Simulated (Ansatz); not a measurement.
A trial structure of AlN was built thus: 5-connected net, two elements spread over the vertices (P2, No. 3). Lengths were set from tabulated atomic sizes, so they are only a guess.

```
CELL_PARAMETERS angstrom
3.52221 0.00000 0.00000
0.00000 4.88713 0.00000
-1.42344 0.00000 3.22176
ATOMIC_POSITIONS crystal
Al 0.50000 0.80866 0.50000
Al 0.50000 0.19134 0.50000
Al 0.50000 0.30866 0.00000
N 0.00000 0.30866 0.50000
N 0.50000 0.69134 0.00000
N 0.00000 0.69134 0.50000
```

The calculation used DFT PBE, scalar-relativistic, plane waves, PAW (Ansatz). Cutoff 420 eV, Gaussian smearing, Γ-centred meshes. Cell and atoms relax first on a coarse mesh and then on a finer one. In between, the cell is made exact in the group found at 0.06 Å. In metals the finer mesh still leaves noise of several meV/atom or more. The steps can't lower the symmetry of their start. No spin polarisation in the relaxation; trial moments died out in a coarse test.

A guess keeps its type if space group and coordination stay and the shape of the cell changes little (axis ratios within about 15 %, angles within 6°); the volume may change.

**Question.** Does this structure survive the relaxation?

**Answer.** It doesn't keep its type. The symmetry stays P2 (No. 3). The volume per atom grows by 48.5 %, from 9.2 to 13.7 Å³. The shortest distance goes from 1.85 Å (Al–N and Al–Al) to 1.37 Å (N–N). Counting neighbours within 15 % of an atom's shortest distance, the start has Al 5, N 5 and the end Al 1/2/4, N 1/3. In detail, at the end around Al on its first site lie 4 N at 1.97–2.03 Å; around Al on its second site lie 2 N at 2.12 Å; N on its first site has 1 N at 1.37 Å and 2 Al at 2.12 Å; 3 more sites not described.

```xyz
6
Lattice="3.3049 0.0000 0.0000 0.0000 6.3883 0.0000 -0.9127 0.0000 3.8995" Properties=species:S:1:pos:R:3 pbc="T T T"
Al    1.1961    4.8093    1.9497
Al    1.1961    1.0456    1.9497
Al    1.6524    2.6983    0.0000
N    -0.4564    2.3660    1.9497
N     1.6524    4.5050    0.0000
N    -0.4564    3.7407    1.9497
```

The zero of energy is the elements' standard structures at the same level (N₂ as a molecule); no fitted shifts are applied.

**Question.** At what energy does it end?

**Answer.** +0.39 eV/atom. A positive value: parting into the elements would lower its energy.

The last run used a 12×6×10 mesh (in the run's order of axes) for its 6-atom cell and Gaussian smearing of 0.10 eV. Symmetry constrained the relaxation, so the result can be a saddle point.

In counts of neighbours, a slash parts the counts of unlike sites.
